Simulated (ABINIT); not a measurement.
# NiO in ABINIT: the effect of functional

Crystal: NiO.

```
CELL_PARAMETERS angstrom
0.00000 2.08590 2.08590
2.08590 0.00000 2.08590
2.08590 2.08590 0.00000
ATOMIC_POSITIONS crystal
Ni 0.00000 0.00000 0.00000
O 0.50000 0.50000 0.50000
```

Alike in all runs:

| Quantity | Value |
| --- | --- |
| Program | ABINIT 10.8.3 (patched build) |
| Task | band structure |
| Potentials or basis | JTH PAW PBE v2.0 |
| Cutoff | 1333 eV |
| k mesh | 9 × 9 × 9 |
| Occupations | fermi-dirac, width 0.05 eV |
| Spin | collinear spin, ferromagnetic start |
| Starting moments | [1.0, 0.0] μB |

| functional | pressure (GPa) |
| --- | --- |
| AM05 | -11.4 |
| revPBE | 2.5 |
| PW91 | ? |
| WC | -11.4 |

Question: What does the run with functional PW91 give?

Answer: Pressure -2.7 GPa.

Caveats: small starting moments can end in a higher magnetic state in this program; the PAW data sets were made with another functional, which shifts forces and pressure a little; a cell with one magnetic atom can't hold antiferromagnetic order, which such compounds often take (some runs).
